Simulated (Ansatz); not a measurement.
# Germanium, diamond under LDA: how the plane-wave cutoff moves the result

How high must the plane-wave cutoff be for energy and pressure to settle? The geometry was relaxed under LDA beforehand and stays fixed; 9 values are run, from 150 to 800 eV. Wanted are the values from which on the energy stays within 10 and 1 meV/atom, and the pressure within 0.5 GPa, of the last run. Within the series other settings stay, but some runs also write fields, which adds to their time. Spin polarisation is left out.

Computed with Ansatz 0.2.0 (DFT LDA, plane waves with PAW, scalar-relativistic, unless a step says otherwise).

**1. The starting structure**

The structure is cubic, space group Fd-3m (No. 227). Conventional cell: a = 5.630 Å, b = 5.630 Å, c = 5.630 Å, α = 90.00°, β = 90.00°, γ = 90.00°. Around Ge (site symmetry -43m) lie 4 Ge at 2.44 Å.

Coordinates:

```xyz
2
Lattice="0.0000 2.8148 2.8148 2.8148 0.0000 2.8148 2.8148 2.8148 0.0000" Properties=species:S:1:pos:R:3 pbc="T T T"
Ge    2.8148    2.8148    2.8148
Ge    4.2222    4.2222    4.2222
```

**2. A run at the usual settings, for scale**

Input file input.yaml:

```yaml
crystal:
  lattice:
    - [0.0, 2.8147752533, 2.8147752533]
    - [2.8147752533, 0.0, 2.8147752533]
    - [2.8147752533, 2.8147752533, 0.0]
  atoms:
    - { symbol: Ge, position: [0.5, 0.5, 0.5] }
    - { symbol: Ge, position: [0.75, 0.75, 0.75] }
hamiltonian:
  xc: lda
  pseudopotentials:
    kind: paw
    azcp:
      Ge: "pseudopotentials/Ge.paw.azcp"
basis:
  ecutwfc: 420
  fft_grid_basis: typed
kpoints:
  mp_grid: { grid: [9, 9, 9], shift: [0, 0, 0] }
magnetization:
  spin_polarized: false
scf:
  occupations: { method: fermi_dirac, width: 0.05 }
  lower_state_search: "off"
output:
  stress: true
```

Launch:

```console
$ ansatz run input.yaml --threads 2 --pin off --max-ram 5120MiB --backend cpu --events-out ev --progress --plain --runs-dir out
```

The program printed, shortened:

```text
Warning: <dir> the record states the generating functional pbe (its physics header spells it `PBE`), which answers neither for hamiltonian.xc's functional nor for the lda family's — results may be inconsistent (PPs are generated against a specific XC)
Warning: RAYON_NUM_THREADS=2 ignored (pool sized by the plan → 2); use --threads N
[...]
Pseudopotentials: kind: paw
Pseudopotential: Ge, paw, valence charge 14, recommended cutoff 420 eV (normal), <dir>
Functional definition: SPW92
[...]
Crystal: 2 atoms, lattice volume = 44.603 Å³
Basis set: ecut = 420 eV, 893 PW (Γ)
Bands: 18, of which v1, the nominal top of the filled ones, is band 14 counted from 1 (13 counted from 0)
Symmetry: 48 space group operations
Space group: Fd-3m (ITA 227), of the structure as read, at distance tolerance 3.5e-5 Å
k-points: 35 of 729
[...]
SCF iter   1: F=—  HF=-8431.436179 eV  |F-HF|=—  |Δ(HF+E_count)|=         —  Δρ=4.88e-3  dr2=4.22e-3  ethr=1.77e-3  ⟨swp⟩=6.0  Hψ=2997  notcnv=0
[...]
SCF iter   8: F=-8431.434068 eV  HF=-8431.434068 eV  |F-HF|=3.11e-8  |Δ(HF+E_count)|=   2.46e-7  Δρ=7.56e-6  dr2=1.26e-8  ethr=3.57e-10  ⟨swp⟩=4.0  Hψ=2235  notcnv=0
[...]
SCF converged after 8 iterations
Free energy (F): -8431.434068 eV
[...]
E sigma→0 (E₀):  -8431.433672 eV
Entropy (-TS):   -0.000793 eV (-0.396 meV/atom)
Fermi energy:    8.464727 eV
[...]
--- Stress (GPa, compression-positive) ---
       -0.283111       0.000000       0.000000
        0.000000      -0.283111      -0.000000
        0.000000      -0.000000      -0.283111
  P = ⅓ Tr σ = -0.2831 GPa (-2.831 kbar)
```

It took 0.98 s on 2 threads of Arm Neoverse V1, shared host; peak memory 0.29 GiB.

**3. Cutoff 150 eV**

The run at 150 eV.

input.yaml: that of step 2 with these lines changed.

```diff
@@ -15,6 +15,6 @@
 basis:
-  ecutwfc: 420
+  ecutwfc: 150
   fft_grid_basis: typed
 kpoints:
-  mp_grid: { grid: [9, 9, 9], shift: [0, 0, 0] }
+  mp_grid: { grid: [10, 10, 10], shift: [0, 0, 0] }
 magnetization:
```

Launch:

```console
$ ansatz run input.yaml --threads 2 --pin off --max-ram 5120MiB --backend cpu --events-out ev --progress --plain --runs-dir out
```

The program printed, shortened:

```text
Warning: basis.ecutwfc = 150 eV is below the records' recommended 420 eV, and the density's cutoff is lower with it unless basis.ecutrho_ratio is high enough to keep the records' density cutoff: compare with a run at a higher cutoff
Warning: <dir> the record states the generating functional pbe (its physics header spells it `PBE`), which answers neither for hamiltonian.xc's functional nor for the lda family's — results may be inconsistent (PPs are generated against a specific XC)
Warning: RAYON_NUM_THREADS=2 ignored (pool sized by the plan → 2); use --threads N
[...]
[... 3 set-up lines as earlier in the session ...]
[...]
Crystal: 2 atoms, lattice volume = 44.603 Å³
Basis set: ecut = 150 eV, 169 PW (Γ)
Bands: 18, of which v1, the nominal top of the filled ones, is band 14 counted from 1 (13 counted from 0)
[... 2 set-up lines as earlier in the session ...]
k-points: 47 of 1000
[...]
SCF iter   1: F=—  HF=-8366.051478 eV  |F-HF|=—  |Δ(HF+E_count)|=         —  Δρ=2.30e-1  dr2=9.97e0  ethr=1.77e-3  ⟨swp⟩=3.4  Hψ=3326  notcnv=0
[...]
SCF iter   9: F=-8336.503678 eV  HF=-8336.503678 eV  |F-HF|=2.01e-9  |Δ(HF+E_count)|=   6.13e-8  Δρ=3.80e-6  dr2=2.78e-9  ethr=3.57e-10  ⟨swp⟩=3.0  Hψ=2353  notcnv=0
[...]
SCF converged after 9 iterations
Free energy (F): -8336.503678 eV
[...]
E sigma→0 (E₀):  -8336.502717 eV
Entropy (-TS):   -0.001921 eV (-0.960 meV/atom)
Fermi energy:    7.321913 eV
[...]
--- Stress (GPa, compression-positive) ---
      -10.182515       0.000000       0.000000
        0.000000     -10.182515      -0.000000
        0.000000       0.000000     -10.182515
  P = ⅓ Tr σ = -10.1825 GPa (-101.825 kbar)
```

Wall time 0.6 s (2 threads of Arm Neoverse V1, shared host); peak memory 0.25 GiB.

**4. Cutoff 200 eV**

The run at 200 eV.

input.yaml: that of step 3 with these lines changed.

```diff
@@ -15,3 +15,3 @@
 basis:
-  ecutwfc: 150
+  ecutwfc: 200
   fft_grid_basis: typed
```

Launch:

```console
$ ansatz run input.yaml --threads 2 --pin off --max-ram 5120MiB --backend cpu --events-out ev --progress --plain --runs-dir out
```

The program printed, shortened:

```text
Warning: basis.ecutwfc = 200 eV is below the records' recommended 420 eV, and the density's cutoff is lower with it unless basis.ecutrho_ratio is high enough to keep the records' density cutoff: compare with a run at a higher cutoff
Warning: <dir> the record states the generating functional pbe (its physics header spells it `PBE`), which answers neither for hamiltonian.xc's functional nor for the lda family's — results may be inconsistent (PPs are generated against a specific XC)
Warning: RAYON_NUM_THREADS=2 ignored (pool sized by the plan → 2); use --threads N
[...]
[... 3 set-up lines as earlier in the session ...]
[...]
Crystal: 2 atoms, lattice volume = 44.603 Å³
Basis set: ecut = 200 eV, 283 PW (Γ)
Bands: 18, of which v1, the nominal top of the filled ones, is band 14 counted from 1 (13 counted from 0)
[... 2 set-up lines as earlier in the session ...]
k-points: 47 of 1000
[...]
SCF iter   1: F=—  HF=-8418.112028 eV  |F-HF|=—  |Δ(HF+E_count)|=         —  Δρ=5.21e-2  dr2=4.56e-1  ethr=1.77e-3  ⟨swp⟩=3.6  Hψ=3376  notcnv=0
[...]
SCF iter   7: F=-8414.540208 eV  HF=-8414.540208 eV  |F-HF|=2.55e-11  |Δ(HF+E_count)|=   6.73e-9  Δρ=5.08e-7  dr2=5.85e-11  ethr=5.12e-11  ⟨swp⟩=1.0  Hψ=2548  notcnv=0
[...]
SCF converged after 7 iterations
Free energy (F): -8414.540208 eV
[...]
E sigma→0 (E₀):  -8414.539690 eV
Entropy (-TS):   -0.001037 eV (-0.518 meV/atom)
Fermi energy:    8.206002 eV
[...]
--- Stress (GPa, compression-positive) ---
       -2.727054      -0.000000      -0.000000
        0.000000      -2.727054       0.000000
       -0.000000       0.000000      -2.727054
  P = ⅓ Tr σ = -2.7271 GPa (-27.271 kbar)
```

It took 0.62 s on 2 threads of Arm Neoverse V1, shared host; peak memory 0.26 GiB.

**5. Cutoff 250 eV**

The run at 250 eV.

input.yaml: that of step 4 with these lines changed.

```diff
@@ -15,3 +15,3 @@
 basis:
-  ecutwfc: 200
+  ecutwfc: 250
   fft_grid_basis: typed
```

Launch:

```console
$ ansatz run input.yaml --threads 2 --pin off --max-ram 5120MiB --backend cpu --events-out ev --progress --plain --runs-dir out
```

The program printed, shortened:

```text
Warning: basis.ecutwfc = 250 eV is below the records' recommended 420 eV, and the density's cutoff is lower with it unless basis.ecutrho_ratio is high enough to keep the records' density cutoff: compare with a run at a higher cutoff
Warning: <dir> the record states the generating functional pbe (its physics header spells it `PBE`), which answers neither for hamiltonian.xc's functional nor for the lda family's — results may be inconsistent (PPs are generated against a specific XC)
Warning: RAYON_NUM_THREADS=2 ignored (pool sized by the plan → 2); use --threads N
[...]
[... 3 set-up lines as earlier in the session ...]
[...]
Crystal: 2 atoms, lattice volume = 44.603 Å³
Basis set: ecut = 250 eV, 411 PW (Γ)
Bands: 18, of which v1, the nominal top of the filled ones, is band 14 counted from 1 (13 counted from 0)
[... 2 set-up lines as earlier in the session ...]
k-points: 47 of 1000
[...]
SCF iter   1: F=—  HF=-8429.288299 eV  |F-HF|=—  |Δ(HF+E_count)|=         —  Δρ=1.15e-2  dr2=1.76e-2  ethr=1.77e-3  ⟨swp⟩=4.4  Hψ=3486  notcnv=0
[...]
SCF iter   7: F=-8429.008085 eV  HF=-8429.008085 eV  |F-HF|=1.35e-8  |Δ(HF+E_count)|=   9.25e-8  Δρ=8.04e-6  dr2=4.04e-8  ethr=3.57e-10  ⟨swp⟩=4.0  Hψ=2540  notcnv=0
[...]
SCF converged after 7 iterations
Free energy (F): -8429.008085 eV
[...]
E sigma→0 (E₀):  -8429.007727 eV
Entropy (-TS):   -0.000717 eV (-0.359 meV/atom)
Fermi energy:    8.407288 eV
[...]
--- Stress (GPa, compression-positive) ---
        0.417892       0.000000      -0.000000
       -0.000000       0.417892      -0.000000
       -0.000000       0.000000       0.417892
  P = ⅓ Tr σ = 0.4179 GPa (4.179 kbar)
```

Wall time 0.73 s (2 threads of Arm Neoverse V1, shared host); peak memory 0.27 GiB.

**6. Cutoff 300 eV**

The run at 300 eV.

input.yaml: that of step 5 with these lines changed.

```diff
@@ -15,3 +15,3 @@
 basis:
-  ecutwfc: 250
+  ecutwfc: 300
   fft_grid_basis: typed
@@ -26 +26,5 @@
   stress: true
+  write_density: true
+  write_potential: true
+  elf: true
+  volumetric_format: npy
```

Launch:

```console
$ ansatz run input.yaml --threads 2 --pin off --max-ram 5120MiB --backend cpu --events-out ev --progress --plain --runs-dir out
```

The program printed, shortened:

```text
Warning: basis.ecutwfc = 300 eV is below the records' recommended 420 eV, and the density's cutoff is lower with it unless basis.ecutrho_ratio is high enough to keep the records' density cutoff: compare with a run at a higher cutoff
Warning: <dir> the record states the generating functional pbe (its physics header spells it `PBE`), which answers neither for hamiltonian.xc's functional nor for the lda family's — results may be inconsistent (PPs are generated against a specific XC)
Warning: RAYON_NUM_THREADS=2 ignored (pool sized by the plan → 2); use --threads N
[...]
[... 3 set-up lines as earlier in the session ...]
[...]
Crystal: 2 atoms, lattice volume = 44.603 Å³
Basis set: ecut = 300 eV, 531 PW (Γ)
Bands: 18, of which v1, the nominal top of the filled ones, is band 14 counted from 1 (13 counted from 0)
[... 2 set-up lines as earlier in the session ...]
k-points: 47 of 1000
[...]
SCF iter   1: F=—  HF=-8431.197654 eV  |F-HF|=—  |Δ(HF+E_count)|=         —  Δρ=5.34e-3  dr2=4.71e-3  ethr=1.77e-3  ⟨swp⟩=5.9  Hψ=3822  notcnv=0
[...]
SCF iter   7: F=-8431.180840 eV  HF=-8431.180840 eV  |F-HF|=3.62e-9  |Δ(HF+E_count)|=   3.86e-9  Δρ=3.78e-6  dr2=6.83e-9  ethr=3.57e-10  ⟨swp⟩=7.7  Hψ=4998  notcnv=0
[...]
SCF converged after 7 iterations
Free energy (F): -8431.180840 eV
[...]
E sigma→0 (E₀):  -8431.180502 eV
Entropy (-TS):   -0.000677 eV (-0.339 meV/atom)
Fermi energy:    8.456987 eV
[...]
--- Stress (GPa, compression-positive) ---
       -0.406092       0.000000      -0.000000
       -0.000000      -0.406092       0.000000
       -0.000000      -0.000000      -0.406092
  P = ⅓ Tr σ = -0.4061 GPa (-4.061 kbar)
--- Band table (eV; the first three rows and the last of 47) ---
  k-point 0: bands = ["-16.6785", "-16.6785", "-16.6785", "-16.6351", "-16.6351", "-16.4188", "-16.4188", "-16.4188", "-16.4060", "-16.4060", "-4.4795", "8.3968", "8.4523", "8.4523", "8.4523", "10.9889", "10.9889", "10.9889"]
[...]
```

It took 1.1 s on 2 threads of Arm Neoverse V1, shared host; peak memory 0.28 GiB.

(Part 1 of 2 ends here.)
